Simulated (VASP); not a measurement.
Write the native input for VASP 6.6.1 that does the following.

```yaml
Task: relaxation of cell and atoms
Functional: PBE
Dispersion: D3(BJ)
Potentials_or_basis: VASP PAW PBE potentials, release 64 (Ti_sv)
Cutoff: 600 eV
k_mesh: 15 × 15 × 8
Occupations: methfessel-paxton, width 0.1 eV
Spin: no spin polarisation
Further_INCAR_settings: ALGO = Normal; EDIFF = 1e-06; IBRION = 2; EDIFFG = -0.01; NSW = 90; ISIF = 3
```

The structure of Ti lies in POSCAR:

```
Ti
1.0
    2.9500000000      0.0000000000      0.0000000000
   -1.4750000000      2.5547749412      0.0000000000
    0.0000000000      0.0000000000      4.6800000000
Ti
2
Direct
    0.3333333333      0.6666666667      0.2500000000
    0.6666666667      0.3333333333      0.7500000000
```

These files were run (other wordings do the same):

INCAR

```
PREC = Accurate ; ENCUT = 600
EDIFF = 1E-6 ; ISMEAR = 1
SIGMA = 0.1 ; LREAL = F
LASPH = T ; NELM = 80
ALGO = Normal ; ISIF = 3
LWAVE = F ; LCHARG = F
GGA = PE ; IVDW = 12
IBRION = 2 ; NSW = 90
EDIFFG = -0.01
```

KPOINTS

```
Automatic mesh
0
Gamma
  15 15 8
```

Potentials or basis: VASP PAW PBE potentials, release 64 (Ti_sv).

Launch:

```console
$ cat potpaw_PBE.64/Ti_sv/POTCAR > POTCAR
$ mpirun -np 1 vasp_std > vasp.out
```

Results of the run:

- Relaxed volume: 16.45 Å³/atom
- Relaxed cell: a = 2.886 Å, b = 2.886 Å, c = 4.561 Å, α = 90.00°, β = 90.00°, γ = 120.00°
- Space group after relaxing (to 0.05 Å): P6_3/mmc (No. 194)
- Energy gained by relaxing: 28.7 meV/atom
- Ionic steps: 10
- Pressure after relaxing: 0.0 GPa
- Band gap on the k mesh: none (metal or under the smearing width)
- Dispersion energy per atom: -0.637 eV

Caveat: pairwise dispersion overbinds metals, which lowers pressure and volume.

Wall time 2.4 min on 1 thread of Intel(R) Xeon(R) 6975P-C (Granite Rapids), on a shared host, peak memory 0.24 GiB.
